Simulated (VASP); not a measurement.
The system is BP.

```xyz
2
Lattice="0.0000 2.2690 2.2690 2.2690 0.0000 2.2690 2.2690 2.2690 0.0000" Properties=species:S:1:pos:R:3 pbc="T T T"
P     3.4035    3.4035    3.4035
B     0.0000    0.0000    0.0000
```

Base run:

| Property | Result |
| --- | --- |
| Program | VASP 6.6.1 |
| Functional | HSE03 |
| Potentials or basis | VASP PAW PBE potentials, release 64 (P, B) |
| Cutoff | 520 eV |
| k mesh | 8 × 8 × 8 |
| Occupations | gaussian, width 0.02 eV |
| Spin | no spin polarisation |

Its results: band gap on the k mesh 1.82 eV, indirect (least direct gap 4.15 eV); pressure -1.9 GPa.

Question: The run is repeated on the same cell with these changes: functional from HSE03 to r2SCAN-EpsX. What comes out?

Answer: Band gap on the k mesh 2.03 eV, indirect (least direct gap 4.26 eV); pressure -1.6 GPa.

Caveats: the PAW data sets were made with another functional, which shifts forces and pressure a little.

A k mesh can miss the band edges.

Not every run made on this cell is shown here.
